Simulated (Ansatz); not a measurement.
Set up this calculation in Ansatz 0.2.0, as the native input.

* Task: relaxation of cell and atoms
* Functional: PBEsol
* Potentials or basis: all-electron LAPW, scalar-relativistic
* Basis error allowed: 0.002 eV/atom
* k mesh: 8 × 8 × 8
* Occupations: fermi-dirac, width 0.05 eV
* Spin: collinear spin, ferromagnetic start
* Starting moments: [1.0, 1.0, 1.0, 0.0] μB
* Target pressure: 5 GPa

AlNi3:

```
CELL_PARAMETERS angstrom
3.52305 0.00000 0.00000
0.00000 3.52305 0.00000
0.00000 0.00000 3.52305
ATOMIC_POSITIONS crystal
Ni 0.50000 0.50000 0.00000
Ni 0.50000 0.00000 0.50000
Ni 0.00000 0.50000 0.50000
Al 0.00000 0.00000 0.00000
```

The cell is a database's computed one.

These files were run (other wordings do the same):

input.yaml

```yaml
crystal:
  lattice:
    - [3.5230547267, 0.0, 0.0]
    - [0.0, 3.5230547267, 0.0]
    - [0.0, 0.0, 3.5230547267]
  atoms:
    - { symbol: Ni, position: [0.5, 0.5, 0.0], spin: 1.0 }
    - { symbol: Ni, position: [0.5, 0.0, 0.5], spin: 1.0 }
    - { symbol: Ni, position: [0.0, 0.5, 0.5], spin: 1.0 }
    - { symbol: Al, position: [0.0, 0.0, 0.0] }
kpoints:
  mp_grid: { grid: [8, 8, 8] }
scf:
  occupations: { method: fermi_dirac, width: 0.05 }
hamiltonian:
  xc: pbesol
  pseudopotentials: { kind: all_electron, lapw: { basis_error: 0.002 } }
magnetization:
  spin_polarized: true
output:
  forces: true
  stress: true
relax:
  f_tol: 0.01
  max_steps: 60
  cell: { p_target: 5 }
```

Potentials or basis: all-electron LAPW, scalar-relativistic.

Launch:

```sh
$ ansatz run input.yaml --threads 4 --pin off --max-ram 12288MiB --backend cpu --events-out ev --progress --plain --runs-dir out
```

It gave:

The relaxed volume is 10.64 Å³/atom, the relaxed cell is a = 3.492 Å, b = 3.492 Å, c = 3.492 Å, α = 90.00°, β = 90.00°, γ = 90.00° and the space group after relaxing (to 0.05 Å) is Pm-3m (No. 221). The energy change on relaxing (the enthalpy is what falls) is +3.8 meV/atom. The ionic steps are 5. The pressure after relaxing is 5.0 GPa. The net moment is 0.64 μB per cell. The absolute moment is 0.78 μB per cell and the site moments are Ni +0.23; Al -0.02 μB.

Run time: 57 s on 4 threads of Arm Neoverse V1 (shared host), peak memory 0.7 GiB.
